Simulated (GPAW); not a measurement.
Runs of GPAW 26.7.0 on ZnS (Wurtzite-2H). The structure is hexagonal, space group P6_3mc (No. 186). Conventional cell: a = 3.811 Å, b = 3.811 Å, c = 6.234 Å, α = 90.00°, β = 90.00°, γ = 120.00°. Zn (site symmetry 3m) is surrounded by 4 S at 2.31 to 2.40 Å. S (site symmetry 3m) is surrounded by 4 Zn at 2.31 to 2.40 Å. 

| task | level | potentials or basis | cell | eigensolver | band path | band points | optimizer | fmax | gap on the mesh (eV) | pressure (GPa) | relaxed volume (Å³/atom) | largest force (eV/Å) |
| --- | --- | --- | --- | --- | --- | --- | --- | --- | --- | --- | --- | --- |
| band structure | BLYP | PAW data sets generated in the run's folder for this functional, pw | as given | davidson | GMKGALHA,LM,KH | 80 | - | - | 2.23 | (a) | - | 0.33 |
| relaxation of cell and atoms | AM05 | PAW data sets generated in the run's folder for this functional, pw | relaxed | - | - | - | LBFGS | 0.01 eV/Å | 2.24 | 0.0 | 19.39 | 0.01 |
| band structure | mBEEF | GPAW PAW data sets (gpaw-data 1.2.1), pw | as given | - | GMKGALHA,LM,KH | 100 | - | - | 3.08 | 1.6 | - | 0.33 |
| relaxation of cell and atoms | SCAN+D3(BJ) | GPAW PAW data sets (gpaw-data 1.2.1), pw | relaxed | - | - | - | LBFGS | 0.02 eV/Å | 2.81 | 0.0 | (c) | 0.02 |
| band structure | r4SCAN | GPAW PAW data sets (gpaw-data 1.2.1), pw | as given | - | GMKGALHA,LM,KH | 80 | - | - | 2.75 | (b) | - | 0.33 |

Alike in all rows: no spin polarisation; k mesh 6 × 6 × 3; cutoff (eV) 600; smearing fermi-dirac 0.05 eV.

Fill in the values left out.

(a) 5.6; (b) -0.9; (c) 19.18.

Caveats: the PAW data sets were made with another functional, which shifts forces and pressure a little (some runs); later steps reuse the first step's grids (some runs).

Runs at the PBE level aren't shown here.
